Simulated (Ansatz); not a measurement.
**What strain does to BeTe (zincblende)**

BeTe built on the zincblende prototype, relaxed with r2SCAN in the PAW code Ansatz. It is cubic, F-43m (No. 216); conventional cell a = 5.657 Å, 22.63 Å³ an atom. Be is surrounded by 4 Te at 2.45 Å; Te is surrounded by 4 Be at 2.45 Å.

The axes x, y and z are those of this cell:
```xyz
2
Lattice="0.0000 2.8286 2.8286 2.8286 0.0000 2.8286 2.8286 2.8286 0.0000" Properties=species:S:1:pos:R:3 pbc="T T T"
Be    0.0000    0.0000    0.0000
Te    1.4143    1.4143    1.4143
```

Unstrained: The PBE gap is indirect, 2.020 eV (Γ to X), below the direct gap of 3.639 eV at Γ. With r2SCAN the valence top lies at Γ and the conduction bottom at X, 2.375 eV higher; the smallest vertical gap, at Γ, is 4.040 eV. With HSE06 the valence top lies at Γ and the conduction bottom at X, 2.695 eV higher; the smallest vertical gap, at Γ, is 4.482 eV. Meshes: PBE 8×8×8, r2SCAN 8×8×8, HSE06 6×6×6. Strains are changes of length per length. After each strain the atoms were relaxed again with r2SCAN within the symmetry that the strain leaves, so tilts or polar shifts that break it weren't tested; points keep the names that they have in the unstrained zone. Spin-unpolarised throughout; all numbers are computed.

Changes of the least gap in eV (an overlap counts as a negative gap):

| strain | volume change (%) | space group | PBE | r2SCAN | HSE06 | G0W0@PBE (mesh) | energy rise, r2SCAN (meV/atom) |
| --- | --- | --- | --- | --- | --- | --- | --- |
| isotropic +0.5 % on every length | +1.5 | F-43m | +0.035 | +0.036 | +0.036 | +0.04 | 0.9 |
| epitaxial -0.5 % in the plane normal to [111], free normal strain +0.21 % | -0.8 | R3m | -0.038 | -0.040 | -0.041 | -0.04 | 0.5 |
| epitaxial -5.0 % in the xy plane, free normal strain +3.61 % | -6.5 | I-4m2 | -0.552 | -0.569 | -0.579 | -0.58 | 44.3 |
| isotropic -1.0 % on every length | -3.0 | F-43m | -0.073 | -0.074 | -0.077 | -0.08 | 3.9 |
| epitaxial -4.0 % in the xy plane, free normal strain +2.91 % | -5.2 | I-4m2 | -0.433 | -0.446 | -0.454 | -0.45 | 27.6 |

Unstrained, G0W0@PBE with 188 empty bands, a screening cutoff of 150 eV and a 4×4×4 mesh gives 2.83 eV on its mesh; the band count follows the volume. G0W0 values are finite-basis, finite-mesh values.

Isotropic +0.5 % on every length. HSE06: the gap goes from 2.695 to 2.731 eV (+0.036 eV). Stress change with r2SCAN, compression positive: xx -0.86, yy -0.86, zz -0.86 GPa. For HSE06, dE_g/d ln V = 2.5 eV over this step.

Epitaxial -0.5 % in the plane normal to [111], free normal strain +0.21 %. HSE06: the gap goes from 2.695 to 2.654 eV (-0.041 eV); with r2SCAN the top three valence levels at Γ, degenerate before, become 2+1 from the top over 58 meV. Stress change with r2SCAN, compression positive: xx +0.48, yy +0.48, zz +0.48, xy -0.25, xz -0.25, yz -0.25 GPa.

Epitaxial -5.0 % in the xy plane, free normal strain +3.61 %. HSE06: the gap goes from 2.695 to 2.116 eV (-0.579 eV); the X points, equivalent before, split by 684 meV, and the conduction bottom lies at those like (0, 1/2, 1/2); with r2SCAN the top three valence levels at Γ, degenerate before, become 2+1 from the top over 599 meV. Stress change with r2SCAN, compression positive: xx +6.78, yy +6.78, zz +0.01 GPa.

Isotropic -1.0 % on every length. HSE06: the gap goes from 2.695 to 2.618 eV (-0.077 eV). Stress change with r2SCAN, compression positive: xx +1.90, yy +1.90, zz +1.90 GPa. For HSE06, dE_g/d ln V = 2.6 eV over this step.

Epitaxial -4.0 % in the xy plane, free normal strain +2.91 %. HSE06: the gap goes from 2.695 to 2.241 eV (-0.454 eV); the X points, equivalent before, split by 534 meV, and the conduction bottom lies at those like (0, 1/2, 1/2); with r2SCAN the top three valence levels at Γ, degenerate before, become 2+1 from the top over 459 meV. Stress change with r2SCAN, compression positive: xx +5.20, yy +5.20, zz +0.01 GPa.

No spin-orbit coupling is included; it can move band edges with weight on the heavy atoms by tenths of an eV.

The meshes of the hybrids are coarse, so their gaps aren't converged to the digits shown.

The splittings at Γ are without spin-orbit coupling, which regroups them where it is of like size or larger.
